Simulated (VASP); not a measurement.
# Zr (P-1) in VASP: notebook

One crystal, Zr, is run at these levels: r2SCAN, SCAN; tasks: band structure.

All numbers are computed with VASP 6.6.1; they aren't measurements. Logs are shortened: lines on timing, memory, paths and dates and some standing lists are left out, and cuts for length are marked.

## 1. The cell of the first run

The typed cell holds 2 atoms: a = 3.232 Å, b = 3.232 Å, c = 5.147 Å, α = 90.00°, β = 90.00°, γ = 120.00°.

## 2. Band structure, r2SCAN (atom 2 moved 0.06 Å)

Input file INCAR:

```
SYSTEM = Zr
PREC = Accurate
ENCUT = 520
EDIFF = 1E-7
ISMEAR = -1
SIGMA = 0.05
LREAL = .False.
LASPH = .True.
NELM = 100
ALGO = Normal
ISIF = 2
LWAVE = .False.
LCHARG = .False.
LMAXMIX = 4
METAGGA = R2SCAN
LMIXTAU = .True.
NBANDS = 19
```

Input file KPOINTS:

```
Automatic mesh
0
Gamma
  9 9 5
  0 0 0
```

Input file POSCAR:

```
Zr
1.0
    3.2319982200      0.0000000000      0.0000000000
   -1.6159991100      2.7989925700      0.0000000000
    0.0000000000      0.0000000000      5.1470000000
Zr
2
Direct
    0.3346542400      0.6741300100      0.2538998500
    0.6653457600      0.3258699900      0.7461001500
```

Input file KPOINTS_OPT:

```
path GMKGALHA,LM,KH
10
line-mode
reciprocal
 0.0000000000  0.0000000000  0.0000000000  G
 0.5000000000  0.0000000000  0.0000000000  M

 0.5000000000  0.0000000000  0.0000000000  M
 0.3333333333  0.3333333333  0.0000000000  K

 0.3333333333  0.3333333333  0.0000000000  K
 0.0000000000  0.0000000000  0.0000000000  G

 0.0000000000  0.0000000000  0.0000000000  G
 0.0000000000  0.0000000000  0.5000000000  A

 0.0000000000  0.0000000000  0.5000000000  A
 0.5000000000  0.0000000000  0.5000000000  L

 0.5000000000  0.0000000000  0.5000000000  L
 0.3333333333  0.3333333333  0.5000000000  H

 0.3333333333  0.3333333333  0.5000000000  H
 0.0000000000  0.0000000000  0.5000000000  A

 0.5000000000  0.0000000000  0.5000000000  L
 0.5000000000  0.0000000000  0.0000000000  M

 0.3333333333  0.3333333333  0.0000000000  K
 0.3333333333  0.3333333333  0.5000000000  H
```

Potentials or basis: VASP PAW PBE potentials, release 64 (Zr_sv).

Started as:

```
> cat potpaw_PBE.64/Zr_sv/POTCAR > POTCAR
> mpirun -np 1 vasp_std > vasp.out
```

OUTCAR:

```text
SYSTEM = Zr
   PREC = Accurate
   ENCUT = 520
   EDIFF = 1E-7
   ISMEAR = -1
   LREAL = .False.
   LASPH = .True.
   NELM = 100
   ISIF = 2
   METAGGA = R2SCAN

 ion  position               nearest neighbor table
   1  0.335  0.674  0.254-   2 3.12   2 3.15   2 3.17   2 3.19   2 3.22   2 3.23
   2  0.665  0.326  0.746-   1 3.12   1 3.15   1 3.17   1 3.19   1 3.22   1 3.23

  LATTYP: Found a hexagonal cell.
 ALAT       =     3.2319982200
 C/A-ratio  =     1.5925132533

  Lattice vectors:

 A1 = (   3.2319982200,   0.0000000000,   0.0000000000)
 A2 = (  -1.6159991100,   2.7989925700,   0.0000000000)
 A3 = (   0.0000000000,   0.0000000000,   5.1470000000)

Analysis of symmetry for initial positions (statically):
=====================================================================
 Subroutine PRICEL returns:
 Original cell was already a primitive cell.

 Routine SETGRP: Setting up the symmetry group for a
 hexagonal supercell.

 Subroutine GETGRP returns: Found  2 space group operations
 (whereof  2 operations were pure point group operations)
 out of a pool of 24 trial point group operations.

The static configuration has the point symmetry S_2 .

Analysis of symmetry for dynamics (positions and initial velocities):
=====================================================================
 Subroutine PRICEL returns:
 Original cell was already a primitive cell.

 Routine SETGRP: Setting up the symmetry group for a
 hexagonal supercell.

 Subroutine GETGRP returns: Found  2 space group operations
 (whereof  2 operations were pure point group operations)
 out of a pool of 24 trial point group operations.

The dynamic configuration has the point symmetry S_2 .

 Subroutine INISYM returns: Found  2 space group operations
 (whereof  2 operations are pure point group operations),
 and found     1 'primitive' translations

----------------------------------------------------------------------------------------

                                     Primitive cell

  volume of cell :      46.5615

  direct lattice vectors                    reciprocal lattice vectors
     3.231998220  0.000000000  0.000000000     0.309406111  0.178635701  0.000000000
    -1.615999110  2.798992570  0.000000000     0.000000000  0.357271402  0.000000000
     0.000000000  0.000000000  5.147000000     0.000000000  0.000000000  0.194287935

  length of vectors
     3.231998220  3.231998226  5.147000000     0.357271403  0.357271402  0.194287935

  position of ions in fractional coordinates (direct lattice)
     0.334654240  0.674130010  0.253899850
     0.665345760  0.325869990  0.746100150

  ion indices of the primitive-cell ions
   primitive index   ion index
                 1           1
                 2           2

----------------------------------------------------------------------------------------

 KPOINTS: Automatic mesh

Automatic generation of k-mesh.
 Grid dimensions read from file:
 generate k-points for:    9    9    5

 Generating k-lattice:

  Cartesian coordinates                     Fractional coordinates (reciprocal lattice)
     0.034378457  0.019848411  0.000000000     0.111111111 -0.000000000  0.000000000
     0.000000000  0.039696822  0.000000000     0.000000000  0.111111111  0.000000000
     0.000000000  0.000000000  0.038857587     0.000000000  0.000000000  0.200000000

  Length of vectors
     0.039696823  0.039696822  0.038857587

  Shift w.r.t. Gamma in fractional coordinates (k-lattice)
     0.000000000  0.000000000  0.000000000

 Subroutine IBZKPT returns following result:
 ===========================================

 Found    203 irreducible k-points:

 Following reciprocal coordinates:
            Coordinates               Weight
  0.000000  0.000000  0.000000      1.000000
  0.111111 -0.000000  0.000000      2.000000
  0.000000  0.111111  0.000000      2.000000
 -0.111111  0.111111  0.000000      2.000000
  0.222222 -0.000000  0.000000      2.000000
  0.000000  0.222222  0.000000      2.000000
[... 16 lines left out ...]
  0.333333  0.111111  0.000000      2.000000
 -0.111111  0.444444  0.000000      2.000000
 [... further k-points ...]
   k-points           NKPTS =    203   k-points in BZ     NKDIM =    203   number of bands    NBANDS=     19
   number of dos      NEDOS =    301   number of ions     NIONS =      2
   total plane-waves  NPLWV =  23040
   dimension x,y,z NGX =    24 NGY =   24 NGZ =   40
   dimension x,y,z NGXF=    48 NGYF=   48 NGZF=   80
   ions per type =               2
   NGX,Y,Z   is equivalent  to a cutoff of  12.35, 12.35, 12.92 a.u.
   NGXF,Y,Z  is equivalent  to a cutoff of  24.69, 24.69, 25.84 a.u.
 SYSTEM =  Zr
   PREC   = accura    normal or accurate (medium, high low for compatibility)
   ISTART =      0    job   : 0-new  1-cont  2-samecut
   ICHARG =      2    charge: 1-file 2-atom 10-const
   ISPIN  =      1    spin polarized calculation?
   LNONCOLLINEAR =      F non collinear calculations
   LSORBIT =      F    spin-orbit coupling
   LASPH  =      T    aspherical Exc in radial PAW
   ENCUT  =  520.0 eV  38.22 Ry    6.18 a.u.   6.01  6.01  9.57*2*pi/ulx,y,z
   NELM   =    100;   NELMIN=  2; NELMDL= -5     # of ELM steps
   EDIFF  = 0.1E-06   stopping-criterion for ELM
   LREAL  =      F    real-space projection
   EDIFFG = 0.1E-05   stopping-criterion for IOM
   NSW    =      0    number of steps for IOM
   IBRION =     -1    ionic relax: 0-MD 1-quasi-New 2-CG
   NFREE  =      0    steps in history (QN), initial steepest desc. (CG)
   ISIF   =      2    stress and relaxation
   ISYM   =      2    0-nonsym 1-usesym 2-fastsym
   POTIM  = 0.5000    time-step for ionic-motion
   TEBEG  =    0.0;   TEEND  =   0.0 temperature during run
   PSTRESS=    0.0 pullay stress
   NELECT =      24.0000    total number of electrons
   NUPDOWN=      -1.0000    fix difference up-down
   EMIN   =  10.00;   EMAX   =-10.00  energy-range for DOS
   EFERMI =   0.00;   METHOD = LEGACY
   ISMEAR =    -1;   SIGMA  =   0.05  broadening in eV -4-tet -1-fermi 0-gaus
   EFERMI_NEDOS =   21; number of points for ismear=-14 and -15
   IALGO  =     38    algorithm
   IMIX   =      4    mixing-type and parameters
     AMIX     =   0.40;   BMIX     =  1.00
     AMIX_MAG =   1.60;   BMIX_MAG =  1.00
  volume/ion in A,a.u.               =      23.28       157.11
  Fermi-wavevector in a.u.,A,eV,Ry     =   1.312612  2.480476 23.442147  1.722949
  Thomas-Fermi vector in A             =   2.442992
   LORBIT       =      0    0 simple, 1 ext, 2 COOP (PROOUT), +10 PAW based schemes
   METAGGA = R2SCAN    functional components
   LHFCALC =     F    Hartree Fock is set to
   AEXX    =    0.0000 exact exchange contribution
   IVDW    =     0    specifies the selected vdW correction
   LEPSILON=     F    determine dielectric tensor
   LRPA    =     F    only Hartree local field effects (RPA)
 non-spin polarized calculation
  energy-cutoff  :      520.00
  volume of cell :       46.56
 maximum number of plane-waves:      1284
   NGX = 13   NGY = 13   NGZ = 19

 number of electron      24.0000000 magnetization

 Free energy of the ion-electron system (eV)
  ---------------------------------------------------
  ext. energy  EPLUGINS =         0.00000000
  ---------------------------------------------------
  free energy    TOTEN  =       -45.50872255 eV

  energy without entropy =      -45.49753947  energy(sigma->0) =      -45.50313101

 E-fermi :   9.0636     XC(G=0): -11.9498

 val. band max:        8.9798915028   @ k =   0.3333   0.3333   0.4000
 cond. band min:       9.0895596516   @ k =  -0.2222  -0.2222   0.4000
 fundamental gap:      0.1096681488
 Fermi energy:         9.0636380422

 k-point     1 :       0.0000    0.0000    0.0000
  band No.  band energies     occupation
      1     -41.5155      2.00000
      2     -41.3472      2.00000
      3     -19.3791      2.00000
      4     -18.4627      2.00000
      5     -18.4458      2.00000
      6     -18.3159      2.00000
[... 11 lines left out ...]
     18      11.5423      0.00000
     19      13.6380      0.00000

 k-point     2 :       0.1111   -0.0000    0.0000
  band No.  band energies     occupation
      1     -41.5005      2.00000
      2     -41.3410      2.00000
      3     -19.3397      2.00000
      4     -18.5412      2.00000
      5     -18.4824      2.00000
      6     -18.3984      2.00000
[... 11 lines left out ...]
     18      11.2216      0.00000
     19      13.9749      0.00000

 k-point     3 :       0.0000    0.1111    0.0000
  band No.  band energies     occupation
      1     -41.5003      2.00000
      2     -41.3413      2.00000
      3     -19.3385      2.00000
      4     -18.5483      2.00000
      5     -18.4755      2.00000
      6     -18.3935      2.00000
[... 11 lines left out ...]
     18      11.2380      0.00000
     19      13.8905      0.00000

 k-point     4 :      -0.1111    0.1111    0.0000
  band No.  band energies     occupation
      1     -41.5007      2.00000
      2     -41.3409      2.00000
      3     -19.3404      2.00000
      4     -18.5360      2.00000
      5     -18.4877      2.00000
      6     -18.4007      2.00000
[... 11 lines left out ...]
     18      11.2044      0.00000
     19      14.0443      0.00000

 k-point     5 :       0.2222   -0.0000    0.0000
  band No.  band energies     occupation
      1     -41.4612      2.00000
      2     -41.3268      2.00000
      3     -19.2313      2.00000
      4     -18.7602      2.00000
      5     -18.6126      2.00000
      6     -18.5502      2.00000
[... 11 lines left out ...]
     18      11.9674      0.00000
     19      14.3332      0.00000

 k-point     6 :       0.0000    0.2222    0.0000
  band No.  band energies     occupation
      1     -41.4602      2.00000
      2     -41.3277      2.00000
      3     -19.2262      2.00000
      4     -18.7646      2.00000
      5     -18.6119      2.00000
      6     -18.5446      2.00000
[... 11 lines left out ...]
     18      11.9191      0.00000
     19      14.2816      0.00000

 k-point     7 :      -0.2222    0.2222    0.0000
  band No.  band energies     occupation
      1     -41.4618      2.00000
      2     -41.3263      2.00000
      3     -19.2343      2.00000
      4     -18.7575      2.00000
      5     -18.6125      2.00000
      6     -18.5541      2.00000
[... 11 lines left out ...]
     18      11.9847      0.00000
     19      14.3760      0.00000

 k-point     8 :       0.3333   -0.0000    0.0000
  band No.  band energies     occupation
      1     -41.4123      2.00000
      2     -41.3144      2.00000
      3     -19.0849      2.00000
      4     -19.0077      2.00000
      5     -18.8399      2.00000
      6     -18.6222      2.00000
[... 256 lines left out ...]
 k-point    20 :      -0.2222    0.3333    0.0000
  band No.  band energies     occupation
      1     -41.4293      2.00000
      2     -41.3175      2.00000
      3     -19.1377      2.00000
      4     -18.8826      2.00000
      5     -18.7914      2.00000
      6     -18.5868      2.00000
[... 11 lines left out ...]
     18      13.0638      0.00000
     19      14.3209      0.00000

 k-point    21 :       0.1111    0.2222    0.0000
  band No.  band energies     occupation
      1     -41.4273      2.00000
      2     -41.3193      2.00000
      3     -19.1275      2.00000
      4     -18.8859      2.00000
      5     -18.7920      2.00000
      6     -18.5819      2.00000
[... 11 lines left out ...]
     18      13.0664      0.00000
     19      14.2764      0.00000

 k-point    22 :       0.3333   -0.1111    0.0000
  band No.  band energies     occupation
      1     -41.4297      2.00000
      2     -41.3171      2.00000
      3     -19.1401      2.00000
      4     -18.8823      2.00000
      5     -18.7889      2.00000
      6     -18.5900      2.00000
[... 11 lines left out ...]
     18      13.0170      0.00000
     19      14.3994      0.00000

 k-point    23 :       0.3333    0.1111    0.0000
  band No.  band energies     occupation
      1     -41.3837      2.00000
      2     -41.3122      2.00000
      3     -19.0873      2.00000
      4     -18.9907      2.00000
      5     -18.9200      2.00000
      6     -18.6828      2.00000
[... 11 lines left out ...]
     18      14.4018      0.00000
     19      14.5502      0.00000

 k-point    24 :      -0.1111    0.4444    0.0000
  band No.  band energies     occupation
      1     -41.3814      2.00000
      2     -41.3144      2.00000
      3     -19.0869      2.00000
      4     -18.9794      2.00000
      5     -18.9213      2.00000
      6     -18.6813      2.00000
[... 11 lines left out ...]
     18      14.4336      0.00000
     19      14.5462      0.00000

 [... further k-points ...]

------------------------ aborting loop because EDIFF is reached ----------------------------------------

  FORCE on cell =-STRESS in cart. coord.  units (eV):
  Direction    XX          YY          ZZ          XY          YZ          ZX
  --------------------------------------------------------------------------------------
  -------------------------------------------------------------------------------------
  Total        0.1460330      0.3497884      0.3092535      0.0351849      0.0067373     -0.0022780
  in kB        5.0249836     12.0361875     10.6413861      1.2107109      0.2318305     -0.0783866
  external PRESSURE =       9.2341857 kB  Pullay stress =       0.0000000 kB

 VOLUME and BASIS-vectors are now :
 -----------------------------------------------------------------------------
  energy-cutoff  :      520.00
  volume of cell :       46.56
      direct lattice vectors                 reciprocal lattice vectors
     3.231998220  0.000000000  0.000000000     0.309406111  0.178635701  0.000000000
    -1.615999110  2.798992570  0.000000000     0.000000000  0.357271402  0.000000000
     0.000000000  0.000000000  5.147000000     0.000000000  0.000000000  0.194287935

 POSITION                                       TOTAL-FORCE (eV/Angst)
 -----------------------------------------------------------------------------------
     -0.00779      1.88688      1.30682         0.020637     -0.053562     -0.145764
      1.62379      0.91211      3.84018        -0.020637      0.053562      0.145764
 -----------------------------------------------------------------------------------
    total drift:                               -0.000000      0.000000     -0.000000

  FREE ENERGIE OF THE ION-ELECTRON SYSTEM (eV)
  ---------------------------------------------------
  free  energy   TOTEN  =       -45.5087225490 eV

  energy  without entropy=      -45.4975394678  energy(sigma->0) =      -45.50313101
```

It took 14 min on 1 thread of AMD EPYC 7R13 (Zen 3), shared host; peak memory 0.33 GiB.

Results:

```yaml
Free_energy: -45.5087 eV
Pressure: 0.9 GPa
Largest_force: 0.157 eV/Å
Band_gap_along_the_path: none (metal or under the smearing width)
```

Forces on the atoms (eV/Å):
```
Zr   0.021 -0.054 -0.146
Zr  -0.021  0.054  0.146
```

Levels at the corners of the path, in eV from the Fermi level:
```tsv
point	band 8	band 9	band 10	band 11	band 12	band 13	band 14	band 15	band 16	band 17
Γ	-27.37	-6.03	-3.23	0.93	0.93	0.98	1.19	1.65	1.74	2.28
M	-27.48	-2.73	-2.68	-2.29	-0.39	0.66	0.86	1.57	5.16	5.54
M	-27.48	-2.73	-2.68	-2.29	-0.39	0.66	0.86	1.57	5.16	5.54
K	-27.77	-2.21	-1.52	-1.52	-1.27	0.25	0.37	1.97	4.47	4.55
K	-27.77	-2.21	-1.52	-1.52	-1.27	0.25	0.37	1.97	4.47	4.55
Γ	-27.37	-6.03	-3.23	0.93	0.93	0.98	1.19	1.65	1.74	2.28
Γ	-27.37	-6.03	-3.23	0.93	0.93	0.98	1.19	1.65	1.74	2.28
A	-27.44	-4.24	-4.22	-0.16	0.17	0.84	0.86	0.88	0.90	4.12
A	-27.44	-4.24	-4.22	-0.16	0.17	0.84	0.86	0.88	0.90	4.12
L	-27.59	-3.05	-3.00	-1.19	-1.05	1.54	1.58	2.29	2.52	5.36
L	-27.59	-3.05	-3.00	-1.19	-1.05	1.54	1.58	2.29	2.52	5.36
H	-27.54	-1.48	-1.48	-1.48	-1.34	-0.15	-0.15	2.13	2.35	4.60
H	-27.54	-1.48	-1.48	-1.48	-1.34	-0.15	-0.15	2.13	2.35	4.60
A	-27.44	-4.24	-4.22	-0.16	0.17	0.84	0.86	0.88	0.90	4.12
L	-27.59	-3.05	-3.00	-1.19	-1.05	1.54	1.58	2.29	2.52	5.36
M	-27.48	-2.73	-2.68	-2.29	-0.39	0.66	0.86	1.57	5.16	5.54
K	-27.77	-2.21	-1.52	-1.52	-1.27	0.25	0.37	1.97	4.47	4.55
H	-27.54	-1.48	-1.48	-1.48	-1.34	-0.15	-0.15	2.13	2.35	4.60
```

Caveat: the PAW data sets were made with another functional, which shifts forces and pressure a little.

## 3. Band structure, SCAN (atom 2 moved 0.06 Å)

Edit INCAR of step 2 so:

```diff
@@ -14,3 +14,3 @@
 LMAXMIX = 4
-METAGGA = R2SCAN
+METAGGA = SCAN
 LMIXTAU = .True.
```

KPOINTS is that of step 2.

POSCAR is that of step 2.

KPOINTS_OPT is that of step 2.

Potentials or basis: VASP PAW PBE potentials, release 64 (Zr_sv).

Started as:

```
> cat potpaw_PBE.64/Zr_sv/POTCAR > POTCAR
> mpirun -np 1 vasp_std > vasp.out
```

Wall time 20 min (1 thread of AMD EPYC 7R13 (Zen 3), shared host); peak memory 0.33 GiB.

It converged, with:

```yaml
Free_energy: -61.3980 eV
Pressure: 0.2 GPa
Largest_force: 0.143 eV/Å
Band_gap_along_the_path: none (metal or under the smearing width)
```

Forces on the atoms (eV/Å):
```
Zr   0.015 -0.050 -0.133
Zr  -0.015  0.050  0.133
```

Stress tensor (GPa, compression positive):
```
-0.26  0.11 -0.01
 0.11  0.39  0.02
-0.01  0.02  0.51
```

Levels at the corners of the path, in eV from the Fermi level:
```csv
point,band 8,band 9,band 10,band 11,band 12,band 13,band 14,band 15,band 16,band 17
Γ,-27.39,-6.00,-3.22,0.92,0.94,0.97,1.18,1.63,1.72,2.25
M,-27.51,-2.70,-2.67,-2.24,-0.35,0.64,0.87,1.54,5.18,5.57
M,-27.51,-2.70,-2.67,-2.24,-0.35,0.64,0.87,1.54,5.18,5.57
K,-27.79,-2.18,-1.50,-1.50,-1.24,0.26,0.38,1.93,4.47,4.55
K,-27.79,-2.18,-1.50,-1.50,-1.24,0.26,0.38,1.93,4.47,4.55
Γ,-27.39,-6.00,-3.22,0.92,0.94,0.97,1.18,1.63,1.72,2.25
Γ,-27.39,-6.00,-3.22,0.92,0.94,0.97,1.18,1.63,1.72,2.25
A,-27.46,-4.22,-4.20,-0.17,0.16,0.83,0.85,0.87,0.89,4.11
A,-27.46,-4.22,-4.20,-0.17,0.16,0.83,0.85,0.87,0.89,4.11
L,-27.61,-3.02,-2.99,-1.18,-1.04,1.55,1.59,2.28,2.50,5.38
L,-27.61,-3.02,-2.99,-1.18,-1.04,1.55,1.59,2.28,2.50,5.37
H,-27.56,-1.49,-1.49,-1.43,-1.30,-0.12,-0.12,2.10,2.32,4.61
H,-27.56,-1.49,-1.49,-1.43,-1.30,-0.12,-0.12,2.10,2.32,4.61
A,-27.46,-4.22,-4.20,-0.17,0.16,0.83,0.85,0.87,0.89,4.11
L,-27.61,-3.02,-2.99,-1.18,-1.04,1.55,1.59,2.28,2.50,5.37
M,-27.51,-2.70,-2.67,-2.24,-0.35,0.64,0.87,1.54,5.18,5.57
K,-27.79,-2.18,-1.50,-1.50,-1.24,0.26,0.38,1.93,4.47,4.55
H,-27.56,-1.49,-1.49,-1.43,-1.30,-0.12,-0.12,2.10,2.32,4.61
```

Caveat: the PAW data sets were made with another functional, which shifts forces and pressure a little.
